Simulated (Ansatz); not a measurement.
RuO₂:
```yaml
crystal:
  lattice:
    - [4.47925, 0.00000, 0.00000]
    - [0.00000, 4.47925, 0.00000]
    - [0.00000, 0.00000, 3.10741]
  atoms:
    - { symbol: Ru, position: [0.00000, 0.00000, 0.00000] }
    - { symbol: Ru, position: [0.50000, 0.50000, 0.50000] }
    - { symbol: O, position: [0.30531, 0.30531, 0.00000] }
    - { symbol: O, position: [0.19469, 0.80531, 0.50000] }
    - { symbol: O, position: [0.69469, 0.69469, 0.00000] }
    - { symbol: O, position: [0.80531, 0.19469, 0.50000] }
```

Relaxed with r²SCAN. Special points in fractions of this cell's reciprocal vectors: Γ (0.000, 0.000, 0.000); X (0.000, 0.500, 0.000); M (0.500, 0.500, 0.000); Z (0.000, 0.000, 0.500); R (0.000, 0.500, 0.500); A (0.500, 0.500, 0.500).

Question: List the band energies nearest the Fermi level at these points for DFT-r²SCAN with spin–orbit coupling in the program Ansatz with PAW potentials.

Answer: In eV from the Fermi level; about four levels below and three above (degenerate sets whole), none deeper than 8.9 eV; points with the same levels are listed once.

```tsv
k	below	above
Γ	-1.29 -1.29 -0.88 -0.88	1.84 1.84 1.88 1.88
X	-0.29 -0.29 -0.29 -0.29	0.46 0.46 0.46 0.46
M	-1.26 -1.26 -1.26 -1.26	0.91 0.91 0.91 0.91
Z	-0.76 -0.76 -0.76 -0.76	0.05 0.05 0.05 0.05
R	-0.73 -0.73 -0.68 -0.68	1.15 1.15 1.26 1.26
A	-0.43 -0.43 -0.43 -0.43	0.25 0.25 0.25 0.25
```

Space group P4_2/mnm (rutile). Symmetry was held in the r²SCAN relaxation; of distortions, only those at the zone centre were tested. No spin polarisation was allowed.

Potentials: the later of the program's two PAW sets.
